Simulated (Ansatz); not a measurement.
**Sn: frozen-core PAW against all-electron methods**

```yaml
crystal:
  lattice:
    - [0.00000, 3.34297, 3.24560]
    - [3.34297, 0.00000, 3.24560]
    - [3.34297, 3.34297, 0.00000]
  atoms:
    - { symbol: Sn, position: [0.50000, 0.50000, 0.50000] }
    - { symbol: Sn, position: [0.75000, 0.75000, 0.75000] }
```

Atoms are numbered in the order listed.

The cell is COD entry 9008568, as deposited and not checked against the literature; nothing was relaxed. The listed cell was then made from it by scaling, straining or moving an atom.

Spin–orbit coupling is left out, though it moves levels of the heavy atoms by tenths of an eV or more.

Methods: DFT, PBE, PAW with Ansatz's default frozen-core files, scalar-relativistic (Ansatz 0.2.0); DFT, PBE, all-electron PAW with datasets made for the crystal, scalar-relativistic (Ansatz 0.2.0); DFT, PBE, all-electron LAPW, scalar-relativistic (Ansatz 0.2.0).

For PAW: a Γ-centred 9×9×9 k mesh, Fermi–Dirac smearing of 0.03 eV, cutoff 420 eV, no spin polarisation. The crystal-made all-electron datasets (AE datasets) take a cutoff of 240 eV at this cell. LAPW targets a basis error of 0.25 meV/atom. The Ansatz runs share mesh, smearing and spin set-up. Plane-wave (PAW) pressures include the program's estimate of the Pulay term.

Stress and pressure are positive in compression.

The change that made this cell: equal xx and yy strain of +3 %.

No spin–orbit coupling: at heavy atoms the gradients can be off by tens of per cent for that reason.

In a metal, gradients converge slowly with the k mesh: the values move by tens of per cent from one mesh to another, at times in sign, so only the comparison on one mesh counts.

```tsv
quantity	PAW	AE datasets	LAPW
pressure (GPa)	0.60	0.60	0.60
stress xx (GPa)	0.34	0.34	0.34
stress zz (GPa)	1.11	1.11	1.11
field gradient Vzz at Sn1 (10²¹ V/m²)	0.60	0.62	–
```

PAW's pressure differs from the LAPW value by about 0.01 GPa or less.
